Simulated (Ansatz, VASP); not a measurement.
## Two plane-wave programs on Ti

```
CELL_PARAMETERS angstrom
0.00000 2.03000 2.03000
2.03000 0.00000 2.03000
2.03000 2.03000 0.00000
ATOMIC_POSITIONS crystal
Ti 0.00000 0.00000 0.00000
```

This isn't the form of Ti at room conditions, which is hcp.

Alike in both runs: task relaxation of cell and atoms; functional r2SCAN; k mesh 13 × 13 × 13; occupations gaussian, width 0.1 eV; no spin polarisation.

|  | VASP | Ansatz |
| --- | --- | --- |
| version | VASP 6.6.1 | Ansatz 0.2.0 |
| potentials or method | VASP PAW PBE potentials, release 64 (Ti_sv) | plane waves, PAW |
| plane-wave cutoff (eV) | 600 | 500 |
| valence electrons in the cell | 12 | 12 |

|  | VASP | Ansatz | Ansatz less VASP |
| --- | --- | --- | --- |
| relaxed volume (Å³/atom) | 17.41 | 17.33 | -0.077 |
| relaxed cell length with the largest relative difference (Å) | 2.909 | 2.905 | -0.0043 |
| energy change over the relaxation (meV/atom) | -9 | -8 | +1.9 |

Caveats: the PAW data sets were made with another functional, which shifts forces and pressure a little (VASP). Zero-point motion and thermal expansion aren't in these numbers.
